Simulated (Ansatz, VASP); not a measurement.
## Two plane-wave programs on Mg

```
Mg
1.0
     3.20930    0.00000    0.00000
    -1.60465    2.77934    0.00000
     0.00000    0.00000    5.21030
Mg
2
Direct
  0.33333 0.66667 0.25000
  0.66667 0.33333 0.75000
```

Alike in both runs: task relaxation of cell and atoms; functional LDA; k mesh 12 × 12 × 8; occupations gaussian, width 0.1 eV; no spin polarisation.

|  | VASP | Ansatz |
| --- | --- | --- |
| version | VASP 6.6.1 | Ansatz 0.2.0 |
| potentials or method | VASP PAW LDA potentials, release 64 (Mg) | scalar-relativistic, plane waves, PAW |
| plane-wave cutoff (eV) | 600 | 420 |
| valence electrons in the cell | 4 | 20 |

VASP gave:

* gap on the k mesh at the Fermi level, each at its own relaxed structure (eV): none
* relaxed volume (Å³/atom): 21.42
* relaxed cell length with the largest relative difference (Å): 3.142
* energy change over the relaxation (meV/atom): -18

Task: What did Ansatz give for the same quantities?

Result: gap on the k mesh at the Fermi level, each at its own relaxed structure (eV): none; relaxed volume (Å³/atom): 21.60; relaxed cell length with the largest relative difference (Å): 3.151; energy change over the relaxation (meV/atom): -15.

A gap of «none» marks a metal or a gap that the smearing closes. The two sets of potentials don't hold the same shells in valence. Ansatz warned: «pseudo_functional_mismatch».

LDA usually gives volumes a few per cent too small. Zero-point motion and thermal expansion aren't in these numbers.
